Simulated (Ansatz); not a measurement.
Fluorite SrF₂ was calculated with PBE0-D3(BJ) (plane waves, PAW; Ansatz, a program for electronic structure).

Run with plane-wave cutoff 460 eV, 8×8×8 k mesh, Fermi–Dirac smearing 0.01 eV, scalar-relativistic PAW data made under PBE.

Energies at three volumes about the minimum:

```
V (Å³/atom)  E − E_lowest (meV/atom)
-----------  -----------------------
15.552                          2.40
15.989                          0.00
16.349                          2.18
```

Problem. Fit a parabola by hand: where is the minimum, what lattice constant follows, and what is the bulk modulus?

Solution. Slopes: (0.00 − 2.40)/(15.989 − 15.552) = -5.492 and (2.18 − 0.00)/(16.349 − 15.989) = 6.056 meV/Å³. Curvature E″ = 2 × (6.056 − (-5.492))/(16.349 − 15.552) = 28.979 meV/Å⁶. From the middle of the first interval, the slope vanishes at V0 = 15.7705 − (-5.492)/28.979 = 15.960 Å³/atom. B = V0 E″ = 15.960 × 28.979 meV/Å³ × 0.1602 GPa per meV/Å³ = 74.1 GPa. With 12 atoms in the cube, a = (12 × 15.960)^(1/3) = 5.764 Å. The full Birch–Murnaghan fit to all volumes gives V0 = 15.951 Å³/atom and B0 = 74.0 GPa.

Measured, for comparison: bulk modulus 69 GPa (temperature not stated, no zero-point or thermal correction; as tabulated in On the Morphology of Group II Metal Fluoride Nanocrystals at Finite Temperature …). Computed (rounded) less measured: bulk modulus +7 %. A static lattice is as a rule a little smaller and stiffer than an uncorrected measurement, which narrows the difference in the bulk modulus and would widen misses of the other sign.
